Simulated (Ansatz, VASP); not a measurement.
Given: the input of a run of Ansatz 0.2.0 on KF.

input.yaml

```yaml
crystal:
  lattice:
    - [3.258955, 0.0, 0.0]
    - [0.0, 3.258955, 0.0]
    - [0.0, 0.0, 3.258955]
  atoms:
    - { symbol: K, position: [0.0, 0.0, 0.0], spin: 0.5 }
    - { symbol: F, position: [0.5, 0.5, 0.5] }
hamiltonian:
  xc: lda
  pseudopotentials: { kind: paw }
magnetization:
  spin_polarized: true
kpoints:
  mp_grid: { grid: [8, 8, 8] }
scf:
  occupations: { method: gaussian, width: 0.02 }
output:
  forces: true
  stress: true
  eigenvalues: true
```

Potentials or basis: Ansatz PAW.

Command:

```bash
$ ansatz run input.yaml --threads 1 --pin off --max-ram 2560MiB --backend cpu --events-out ev --progress --plain --runs-dir out
```

Q: Set up the same calculation for VASP 6.6.1. Potentials there: VASP PAW LDA potentials, release 64 (K_sv, F).

A: As run (the cutoff follows the program's own potentials):

INCAR

```
SYSTEM = KF
ALGO = Normal
EDIFF = 1E-6
ENCUT = 520
ISIF = 2
ISMEAR = 0
ISPIN = 2
LASPH = .TRUE.
LCHARG = .TRUE.
LELF = .TRUE.
LORBIT = 11
LREAL = .FALSE.
LVHAR = .TRUE.
LWAVE = .FALSE.
MAGMOM = 0.5 0
NBANDS = 19
NELM = 150
PREC = Accurate
SIGMA = 0.02
```

The input KPOINTS:

```
k-points
0
G
  8 8 8
  0 0 0
```

File POSCAR:

```
KF
1.0
    3.2589550000      0.0000000000      0.0000000000
    0.0000000000      3.2589550000      0.0000000000
    0.0000000000      0.0000000000      3.2589550000
K F
1 1
Direct
    0.0000000000      0.0000000000      0.0000000000
    0.5000000000      0.5000000000      0.5000000000
```

Potentials or basis: VASP PAW LDA potentials, release 64 (K_sv, F).

Command:

```bash
$ cat potpaw_LDA.64/K_sv/POTCAR potpaw_LDA.64/F/POTCAR > POTCAR
$ mpirun -np 1 vasp_std > vasp.out
```

Both were run:

|  | VASP | Ansatz | Ansatz less VASP |
| --- | --- | --- | --- |
| gap on the k mesh at the Fermi level (eV) | 5.91 | 5.93 | +0.015 |
| least direct gap on the mesh (eV) | 5.96 | 5.98 | +0.014 |
| pressure (GPa) | -5.7 | -5.8 | -0.07 |
| net moment per atom (μB) | 0.00 | 0.00 | 0.000 |

Caveats: the pressure holds a Pulay correction of +0.5 GPa for the finite cutoff (Ansatz); the PAW data sets come from PBE, with cores solved anew for the run's functional, which leaves a small shift of forces and pressure (Ansatz); the starting moments weren't kept (Ansatz). A k mesh can miss the band edges. A hybrid or GW would open this gap; LDA tends to underestimate it.
